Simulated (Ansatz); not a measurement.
Free-standing sheet of WSe2, cell area 9.348 Å²:

```xyz
3
Lattice="3.2855 0.0000 0.0000 -1.6428 2.8453 0.0000 0.0000 0.0000 32.7375" Properties=species:S:1:pos:R:3 pbc="T T F"
Se    0.0000    1.8969   14.6841
W     1.6428    0.9484   16.3687
Se    0.0000    1.8969   18.0534
```

All numbers below come from DFT PBE+D3(BJ), scalar-relativistic, plane waves, PAW (Ansatz 0.2.0). Cutoff 420 eV; k points 12×12×1 on the computed 3-atom cell (Γ-centred); Gaussian smearing, width 0.02 eV; no spin polarisation. No periodic images along c.

In an external field along +c, atoms held, its energy changes by -5.787 meV a cell at +0.2 V/Å and by -5.787 meV at −0.2 V/Å.

(1) What dipole and polarisability along c does the sheet have?

(2) What thickness does that polarisability stand for?

(3) Predict the energy change at +0.35 V/Å.

Spin-orbit coupling is left out, which matters for the bands of heavy elements.

Results:

(1) ΔE = −pF − αF²/2. The odd part gives p = −[ΔE(+F) − ΔE(−F)]/(2F) = 0.0000 e·Å a cell (none within the accuracy). The even part gives α = −[ΔE(+F) + ΔE(−F)]/F² = 0.2893 e·Å²/V.

(2) α/(ε0·A) = 0.2893 × 180.95/9.348 = 5.60 Å. For a slab of thickness t and dielectric constant ε this equals t(1 − 1/ε), so it is the thickness over which the sheet would screen the field wholly.

(3) −p·0.35 − α·0.35²/2 = -17.72 meV; the calculation gives -17.73 meV, so the response is still linear.

Cost: 4 runs of about 3.1 core-minutes in all, on Intel Xeon 6975P-C (Granite Rapids), AMD EPYC 7R43 (Zen 3) (shared hosts).

The zero dipole follows from symmetry: the two selenium layers are mirror images through the tungsten plane, so opposite fields must give the same energy. The mirror also removes the cubic term in the energy, leaving the quartic term as the first departure from linear response, and the check at the larger field shows this to be very small.

The screening length of 5.60 Å exceeds the separation of the selenium planes, because the polarisable electron density, largely selenium p lone-pair character at the surfaces, extends beyond the nuclei. Induced surface charge opposes the applied field, so the response is limited mainly by the thickness of the sheet and depends only weakly on its dielectric constant once that is large. The band-edge states at the K valleys, mostly tungsten d in character, are both even under the mirror, so a perpendicular field doesn't couple them directly; the polarisability is therefore probably less sensitive to the band gap than the in-plane response. With the atoms held, the result is purely electronic and excludes any lattice contribution to static screening.
